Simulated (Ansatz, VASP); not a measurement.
As in VASP and in Ansatz

Contents of INCAR:

```
ALGO = Normal
EDIFF = 1E-6
ENCUT = 520
GGA = PS
GGA_COMPAT = False
ISIF = 2
ISMEAR = -1
LASPH = True
LCHARG = False
LORBIT = 11
LORBMOM = True
LREAL = False
LSORBIT = True
LWAVE = False
MAGMOM = 0 0 0 0 0 0
NBANDS = 22
NELM = 150
PREC = Accurate
SIGMA = 0.05
```

Contents of KPOINTS:

```
k-points
0
Gamma
  7 7 7
```

File POSCAR:

```
As
1.0
    1.8807968987      1.0858785957      3.5140619945
   -1.8807968987      1.0858785957      3.5140619945
    0.0000000000     -2.1717571915      3.5140619945
As
2
Direct
    0.2260000000      0.2260000000      0.2260000000
    0.7740000000      0.7740000000      0.7740000000
```

Contents of input.yaml:

```yaml
crystal:
  lattice:
    - [1.8807968987, 1.0858785957, 3.5140619945]
    - [-1.8807968987, 1.0858785957, 3.5140619945]
    - [0.0, -2.1717571915, 3.5140619945]
  atoms:
    - { symbol: As, position: [0.226, 0.226, 0.226] }
    - { symbol: As, position: [0.774, 0.774, 0.774] }
kpoints:
  mp_grid: { grid: [7, 7, 7] }
  band_path:
    path:
      - [0.0, 0.0, 0.0]
      - [0.5, 0.0, 0.0]
      - [0.5, 0.2303245873, -0.2303245873]
    npoints: 10
scf:
  occupations: { method: fermi_dirac, width: 0.05 }
hamiltonian:
  xc: pbesol
  pseudopotentials: { kind: all_electron, lapw: { basis_error: 0.001 } }
magnetization:
  noncollinear: true
  spin_orbit: true
output:
  forces: true
  stress: true
  eigenvalues: true
```

Alike in both runs: functional PBEsol; k mesh 7 × 7 × 7; occupations fermi-dirac, width 0.05 eV; non-collinear spin, spin-orbit coupling.

```csv
,VASP,Ansatz
version,VASP 6.6.1,Ansatz 0.2.0
potentials or method,"VASP PAW PBE potentials, release 64 (As)","all-electron LAPW, relativistic spinors"
plane-wave cutoff (eV),520,see its input
task,single point,band structure
```

Ansatz gave:

```
gap on the k mesh at the Fermi level (eV)       : none
pressure (GPa)                                  : 0.2
largest component of the traceless stress (GPa) : 0.61
rms of the force components (eV/Å)              : 0.190
net moment per atom (μB)                        : 0.00
```

Q: What did VASP give for the same quantities?

A: gap on the k mesh at the Fermi level (eV): none; pressure (GPa): 0.6; largest component of the traceless stress (GPa): 0.74; rms of the force components (eV/Å): 0.232; net moment per atom (μB): 0.00.

Atom by atom the forces differ by 0.042 eV/Å (rms over components). A gap of «none» marks a metal or a gap that the smearing closes. Ansatz ran all-electron here, so the differences hold the error of VASP's frozen core and of both bases.

Caveats: the PAW data sets were made with another functional, which shifts forces and pressure a little (VASP); the k mesh is thin for a metal, which can move the energy by tens of meV per atom (Ansatz).
